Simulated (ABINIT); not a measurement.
# ZnS (Wurtzite-4H) (P1) in ABINIT: single point with PBE

Aim: the single point of ZnS (Wurtzite-4H) with PBE.

Program: ABINIT 10.8.3 (patched build). These are calculated values, not measurements. Logs are shortened: lines on timing, memory, paths and dates and some standing lists are left out, and cuts for length are marked. The log counts tension as positive stress, the text compression.

## 1. The cell of the first run

The typed cell holds 8 atoms: a = 3.823 Å, b = 3.823 Å, c = 12.520 Å, α = 90.00°, β = 90.00°, γ = 120.00°.

## 2. Single point, PBE (atoms moved at random, drawn with an rms of 0.05 Å)

File run.abi:

```
# Pseudopotentials
pp_dirpath "./"
pseudos "Zn.GGA_PBE-JTH.xml, S.GGA_PBE-JTH.xml"

# Structure
acell 7.2238560566 7.2238560565 23.6593710803
rprim
     1.0000000000     0.0000000000     0.0000000000
    -0.5000000000     0.8660254038     0.0000000000
     0.0000000000     0.0000000000     1.0000000000
ntypat 2
znucl 30 16
natom 8
typat 1 1 1 1 2 2 2 2
xred
     0.6552580000     0.3350220000     0.7498770000
     0.3072420000     0.6516710000     0.2479860000
    -0.0035850000    -0.0004060000     0.5032080000
     0.0086050000    -0.0007320000    -0.0034370000
     0.6743580000     0.3312610000     0.9394750000
     0.3451610000     0.6686360000     0.4331800000
     0.0125060000    -0.0073430000     0.6888490000
    -0.0073480000     0.0041460000     0.1905700000
chkprim 0
chksymtnons 0
tolsym 1.0e-6

# Plane-wave basis
ecut 22.0
pawecutdg 44.0

# k points
kptopt 1
ngkpt 8 8 3
nshiftk 1
shiftk 0.0 0.0 0.0

# Exchange and correlation
ixc 11

# Bands and occupations
nband 44
occopt 3
tsmear 0.05 eV

# SCF cycle
nstep 100
tolvrs 1.0e-9

# Output
iomode 3
prtwf 0
prtden 0
prteig 0
prtebands 0
enunit 1
prtvol 2
```

Potentials or basis: JTH PAW PBE v2.0.

Run with:

```
$ mpirun --bind-to none -np 4 abinit run.abi > log 2>&1
```

run.abo:

```text
.Version 10.8.3 of ABINIT
 Symmetries : space group P1 (#  1); Bravais aP (primitive triclinic)
================================================================================
 Values of the parameters that define the memory need of the present run
     intxc =       0    ionmov =       0      iscf =      17    lmnmax =      18
     lnmax =       6     mgfft =     100  mpssoang =       3    mqgrid =    7065
     natom =       8  nloc_mem =       2    nspden =       1   nspinor =       1
    nsppol =       1      nsym =       1    n1xccc =       1    ntypat =       2
    occopt =       3   xclevel =       2
       mpw =        5318          nfft =      102400          nkpt =          98
Pmy_natom=         2
 PAW method is used; the additional fine FFT grid is defined by:
   mgfftf=       144    nfftf =    291600
================================================================================
================================================================================

--------------------------------------------------------------------------------
------------- Echo of variables that govern the present computation ------------
--------------------------------------------------------------------------------
 -outvars: echo values of preprocessed input variables --------
            acell      7.2238560566E+00  7.2238560565E+00  2.3659371080E+01 Bohr
              amu      6.53900000E+01  3.20660000E+01
          chkprim           0
      chksymtnons           0
             ecut      2.20000000E+01 Hartree
           enunit           1
              ixc          11
         kptrlatt        8    0    0      0    8    0      0    0    3
          kptrlen      5.77908485E+01
            natom           8
            nband          44
            ngfft          32      32     100
          ngfftdg          45      45     144
             nkpt          98
            nstep         100
             nsym           1
           ntypat           2
           occopt           3
        pawecutdg      4.40000000E+01 Hartree
         pawxcdev           0
           prtden           0
        prtebands           0
           prteig           0
           prtvol           2
            prtwf           0
            rprim      1.0000000000E+00  0.0000000000E+00  0.0000000000E+00
                      -5.0000000000E-01  8.6602540380E-01  0.0000000000E+00
                       0.0000000000E+00  0.0000000000E+00  1.0000000000E+00
          spgroup           1
           tolsym      1.00000000E-06
           tolvrs      1.00000000E-09
           tsmear      1.83746611E-03 Hartree
            typat      1  1  1  1  2  2  2  2
           useylm           1
           xangst      1.8645104556E+00  1.1091088607E+00  9.3884600336E+00
                      -7.1077372384E-02  2.1573928886E+00  3.1047847179E+00
                      -1.2928371391E-02 -1.3440854554E-03  6.3001641557E+00
                       3.4293441677E-02 -2.4233264860E-03 -4.3031239971E-02
                       1.9447126129E+00  1.0966578622E+00  1.1762226992E+01
                       4.1449536090E-02  2.2135564595E+00  5.4234135963E+00
                       6.1841729208E-02 -2.4309407633E-02  8.6243894741E+00
                      -3.6013656675E-02  1.3725562310E-02  2.3859363984E+00
            xcart      3.5234141201E+00  2.0959119905E+00  1.7741618208E+01
                      -1.3431676756E-01  4.0768817055E+00  5.8671927967E+00
                      -2.4431081183E-02 -2.5399534005E-03  1.1905584803E+01
                       6.4805212684E-02 -4.5794233723E-03 -8.1317258403E-02
                       3.6749742321E+00  2.0723830133E+00  2.2227387646E+01
                       7.8328271255E-02  4.1830154726E+00  1.0248766365E+01
                       1.1686393136E-01 -4.5938122709E-02  1.6297734109E+01
                      -6.8055947909E-02  2.5937553691E-02  4.5087663468E+00
             xred      6.5525800000E-01  3.3502200000E-01  7.4987700000E-01
                       3.0724200000E-01  6.5167100000E-01  2.4798600000E-01
                      -3.5850000000E-03 -4.0600000000E-04  5.0320800000E-01
                       8.6050000000E-03 -7.3200000000E-04 -3.4370000000E-03
                       6.7435800000E-01  3.3126100000E-01  9.3947500000E-01
                       3.4516100000E-01  6.6863600000E-01  4.3318000000E-01
                       1.2506000000E-02 -7.3430000000E-03  6.8884900000E-01
                      -7.3480000000E-03  4.1460000000E-03  1.9057000000E-01
            znucl       30.00000   16.00000

================================================================================

 chkinp: Checking input parameters for consistency.

================================================================================
== DATASET  1 ==================================================================

--- !DatasetInfo
iteration_state: {dtset: 1, }
dimensions: {natom: 8, nkpt: 98, mband: 44, nsppol: 1, nspinor: 1, nspden: 1, mpw: 5318, }
cutoff_energies: {ecut:  22.0, pawecutdg:  44.0, }
electrons: {nelect:   7.20000000E+01, charge:   0.00000000E+00, occopt:   3.00000000E+00, tsmear:   1.83746611E-03, }
meta: {optdriver: 0, ionmov: 0, optcell: 0, iscf: 17, paral_kgb: 0, }
[... 856 lines left out ...]
    3      0.00531966065883     0.00119092286976    -0.00918955240440
    4     -0.00038904089906    -0.00042012012389     0.01127178012852
    5     -0.00056707656914     0.00074961248485    -0.00594023803875
    6     -0.00550944907048    -0.00153242458333     0.01317960237797
    7     -0.01204901109146     0.00168738499043    -0.00146392632991
    8     -0.00205265527867    -0.00871305129818    -0.01357253789394
 frms,max,avg= 6.8905108E-03 1.3572538E-02  -6.916E-06 -6.200E-06 -5.126E-05 h/b

 cartesian forces (eV/Angstrom) at end:
    1      0.59198692754570    -0.07278267101076     0.22485846605443
    2      0.19207476207461     0.43467450393931     0.06901207600152
    3      0.27354794953510     0.06123971620944    -0.47254578413662
    4     -0.02000528737598    -0.02160344537341     0.57961823873989
    5     -0.02916024962227     0.03854662380307    -0.30545932146098
    6     -0.28330726205175    -0.07880044037965     0.67772240325067
    7     -0.61958506178828     0.08676882489537    -0.07527811856831
    8     -0.10555177831712    -0.44804311208338    -0.69792795988060
 frms,max,avg= 3.5432431E-01 6.9792796E-01  -3.556E-04 -3.188E-04 -2.636E-03 e/A
 length scales=  7.223856056600  7.223856056500 23.659371080300 bohr
              =  3.822699997403  3.822699997350 12.519999991499 angstroms
 Fermi (or HOMO) energy (eV) =   6.39379   Average Vxc (eV)=  -9.33517
 Eigenvalues (   eV  ) for nkpt=  98  k points:
 kpt#   1, nband= 44, wtk=  0.00521, kpt=  0.0000  0.0000  0.0000 (reduced coord)
  -7.94804   -7.52120   -7.40484   -6.86033   -1.27345   -1.20522   -1.15522   -1.15039
  -1.14695   -1.01750   -0.96313   -0.93746   -0.90017   -0.83988   -0.80212   -0.75868
  -0.74532   -0.64080   -0.63815   -0.47347   -0.46690   -0.44277   -0.43834   -0.36627
   0.03734    2.42545    2.46196    4.23831    4.42087    4.72379    4.77164    4.81499
   4.88582    5.23774    5.31752    5.36564    7.36152    8.29676    8.72505    8.91102
  11.42535   11.57053   11.63736   11.82852
 kpt#   2, nband= 44, wtk=  0.01042, kpt=  0.1250  0.0000  0.0000 (reduced coord)
  -7.84584   -7.43781   -7.31661   -6.79916   -1.27401   -1.18545   -1.15390   -1.12795
  -1.11518   -1.01204   -0.94294   -0.91738   -0.89124   -0.83867   -0.78244   -0.75759
  -0.74429   -0.65262   -0.63863   -0.48318   -0.47255   -0.46839   -0.43545   -0.32611
   0.18681    2.35880    2.42790    3.54216    4.06071    4.16127    4.20187    4.50972
   4.58939    4.63666    5.13305    5.21745    8.14816    8.98133    9.36241    9.54867
  11.05834   11.13857   11.38731   11.78090
 kpt#   3, nband= 44, wtk=  0.01042, kpt=  0.2500  0.0000  0.0000 (reduced coord)
  -7.57395   -7.22743   -7.08709   -6.65252   -1.25556   -1.17464   -1.09712   -1.06829
  -1.03978   -0.99315   -0.91823   -0.87409   -0.84635   -0.81093   -0.75544   -0.74186
[... 654 lines left out ...]
  10.12533   10.57696   11.39364   11.91599
 kpt#  97, nband= 44, wtk=  0.01042, kpt= -0.2500 -0.1250  0.3333 (reduced coord)
  -7.34078   -7.11500   -6.86303   -6.56481   -1.19165   -1.14118   -1.08424   -1.01358
  -0.97665   -0.94986   -0.89432   -0.85195   -0.81502   -0.75351   -0.74703   -0.70468
  -0.68237   -0.63200   -0.59243   -0.53145   -0.46695   -0.43825   -0.41060   -0.29880
   0.74576    1.08079    1.56847    1.98226    2.38930    2.87972    3.17424    3.39482
   3.77344    3.97772    4.34914    4.56279    9.31151    9.59809    9.95166   10.13335
  10.40839   11.01582   11.37623   11.70771
 kpt#  98, nband= 44, wtk=  0.01042, kpt= -0.1250 -0.1250  0.3333 (reduced coord)
  -7.63824   -7.37490   -7.06460   -6.71832   -1.25986   -1.16421   -1.13169   -1.08121
  -1.06255   -0.98694   -0.92408   -0.87666   -0.85050   -0.80997   -0.76524   -0.74456
  -0.72977   -0.66445   -0.63530   -0.54556   -0.47281   -0.45998   -0.43641   -0.39600
   0.76933    1.47854    2.57856    2.80187    3.09453    3.25726    3.82465    4.04552
   4.25873    4.37806    4.73183    4.89689    9.04923    9.50223    9.84280   10.13311
  10.74159   10.95156   11.14880   11.60446
 Total charge density [el/Bohr^3]
)     Maximum=    1.9462E+00  at reduced coord.    0.6444    0.3333    0.7500
)Next maximum=    1.9457E+00  at reduced coord.    0.0000    0.0000    0.5000
)     Minimum=   -2.2434E-01  at reduced coord.    0.0222    0.0000    0.6875
)Next minimum=   -2.2308E-01  at reduced coord.    0.6667    0.3333    0.9375
   Integrated=    7.2000E+01

--- !EnergyTerms
iteration_state     : {dtset: 1, }
comment             : Components of total free energy in Hartree
kinetic             :  4.40999155090607E+01
hartree             :  8.51784022096594E+01
xc                  : -2.17588609885195E+01
Ewald energy        : -1.83810107697968E+02
psp_core            :  3.09231008555739E+00
local_psp           : -2.98658783737014E+02
PAW spherical_terms :  7.30803863547451E+01
internal            : -2.98776738264478E+02
'-kT*entropy'       : -3.26646303374599E-12
total_energy        : -2.98776738264482E+02
total_energy_eV     : -8.13012922622918E+03
...

--- !EnergyTermsDC
iteration_state     : {dtset: 1, }
comment             : '"Double-counting" decomposition of free energy'
band_energy         : -6.46682184727149E-01
Ewald energy        : -1.83810107697968E+02
psp_core            :  3.09231008555739E+00
xc_dc               : -8.32637927098853E+01
PAW spherical_terms : -3.41484634851266E+01
internal            : -2.98776735992150E+02
'-kT*entropy'       : -3.26646303374599E-12
total_energy_dc     : -2.98776735992153E+02
total_energy_dc_eV  : -8.13012916439597E+03
...

--- !EnergyTermsWithPAWCore
iteration_state     : {dtset: 1, }
comment             : 'Components of total free energy, including PAW core contributions'
Total energy        : -8.78125873490002E+03
Total energy DC     : -8.78125873262769E+03
Total energy (eV)   : -2.38950223161259E+05
Total energy DC (eV): -2.38950223099426E+05
...

 Cartesian components of stress tensor (hartree/bohr^3)
  sigma(1 1)= -4.26215784E-05  sigma(3 2)= -8.73543767E-06
  sigma(2 2)= -6.77198445E-05  sigma(3 1)= -2.12573859E-05
  sigma(3 3)= -2.73995594E-05  sigma(2 1)= -1.98568876E-05

-Cartesian components of stress tensor (GPa)         [Pressure=  1.3508E+00 GPa]
- sigma(1 1)= -1.25397013E+00  sigma(3 2)= -2.57005449E-01
- sigma(2 2)= -1.99238661E+00  sigma(3 1)= -6.25413886E-01
- sigma(3 3)= -8.06122870E-01  sigma(2 1)= -5.84209803E-01

== END DATASET(S) ==============================================================
================================================================================

 -outvars: echo values of variables after computation  --------
            acell      7.2238560566E+00  7.2238560565E+00  2.3659371080E+01 Bohr
           etotal     -2.9877673599E+02
            fcart      1.1512312830E-02 -1.4153976013E-03  4.3728009576E-03
                       3.7352594201E-03  8.4530732617E-03  1.3420712029E-03
                       5.3196606588E-03  1.1909228698E-03 -9.1895524044E-03
                      -3.8904089906E-04 -4.2012012389E-04  1.1271780129E-02
                      -5.6707656914E-04  7.4961248485E-04 -5.9402380387E-03
                      -5.5094490705E-03 -1.5324245833E-03  1.3179602378E-02
                      -1.2049011091E-02  1.6873849904E-03 -1.4639263299E-03
                      -2.0526552787E-03 -8.7130512982E-03 -1.3572537894E-02
            rprim      1.0000000000E+00  0.0000000000E+00  0.0000000000E+00
                      -5.0000000000E-01  8.6602540380E-01  0.0000000000E+00
                       0.0000000000E+00  0.0000000000E+00  1.0000000000E+00
           strten     -4.2621578385E-05 -6.7719844462E-05 -2.7399559434E-05
                      -8.7354376735E-06 -2.1257385906E-05 -1.9856887603E-05
           xangst      1.8645104556E+00  1.1091088607E+00  9.3884600336E+00
                      -7.1077372384E-02  2.1573928886E+00  3.1047847179E+00
                      -1.2928371391E-02 -1.3440854554E-03  6.3001641557E+00
                       3.4293441677E-02 -2.4233264860E-03 -4.3031239971E-02
                       1.9447126129E+00  1.0966578622E+00  1.1762226992E+01
                       4.1449536090E-02  2.2135564595E+00  5.4234135963E+00
                       6.1841729208E-02 -2.4309407633E-02  8.6243894741E+00
                      -3.6013656675E-02  1.3725562310E-02  2.3859363984E+00
             xred      6.5525800000E-01  3.3502200000E-01  7.4987700000E-01
                       3.0724200000E-01  6.5167100000E-01  2.4798600000E-01
                      -3.5850000000E-03 -4.0600000000E-04  5.0320800000E-01
                       8.6050000000E-03 -7.3200000000E-04 -3.4370000000E-03
                       6.7435800000E-01  3.3126100000E-01  9.3947500000E-01
                       3.4516100000E-01  6.6863600000E-01  4.3318000000E-01
                       1.2506000000E-02 -7.3430000000E-03  6.8884900000E-01
                      -7.3480000000E-03  4.1460000000E-03  1.9057000000E-01
 Calculation completed.
```

Run time: 22 min. Hardware: 4 MPI ranks of Arm Neoverse V2, shared host; peak memory 1.1 GiB.

What came out:

| Quantity | Value |
| --- | --- |
| Free energy | -8130.1292 eV |
| Pressure | 1.4 GPa |
| Largest force | 0.836 eV/Å |
| Band gap on the k mesh | 2.00 eV, direct |
| Valence electrons inside the program's atomic spheres | Zn 10.79, 10.82, 10.77; S 3.61, 3.59, 3.60 |

Forces in eV/Å, atoms in the order of the input:
```
Zn   0.592 -0.073  0.225
Zn   0.192  0.435  0.069
Zn   0.274  0.061 -0.473
Zn  -0.020 -0.022  0.580
S   -0.029  0.039 -0.305
S   -0.283 -0.079  0.678
S   -0.620  0.087 -0.075
S   -0.106 -0.448 -0.698
```

Caveat: an odd mesh through Γ misses points on the zone boundary, where band edges often lie.
